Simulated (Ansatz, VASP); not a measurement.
Pd: VASP beside Ansatz

```
Pd
1.0
     4.88414    0.00000    0.00000
     0.00000    4.88414    0.00000
     0.00000    0.00000    4.88414
Pd
8
Cartesian
  4.8841 0.0000 4.8841
  2.4421 2.4421 2.4421
  1.2210 4.8841 2.4421
  3.6631 4.8841 2.4421
  2.4421 1.2210 4.8841
  2.4421 3.6631 4.8841
  0.0000 2.4421 1.2210
  0.0000 2.4421 3.6631
```

Alike in both runs: functional LDA; k mesh 5 × 5 × 5; occupations fermi-dirac, width 0.1 eV; no spin polarisation.

Ansatz relaxed the structure, and its values are those at the end. VASP's run is a single point on that final structure, the one shown.

|  | VASP | Ansatz |
| --- | --- | --- |
| version | VASP 6.6.1 | Ansatz 0.2.0 |
| potentials or method | VASP PAW LDA potentials, release 64 (Pd) | plane waves (420 eV) with PAW, scalar-relativistic |
| plane-wave cutoff (eV) | 520 | 420 |
| valence electrons in the cell | 80 | 144 |

Ansatz gave:

| Item | Value |
| --- | --- |
| pressure (GPa) | 0.0 |

Problem. Which values does VASP return?

Solution. Pressure (GPa): 0.1.

The two sets of potentials don't hold the same shells in valence. Ansatz warned: «pseudo_functional_mismatch».
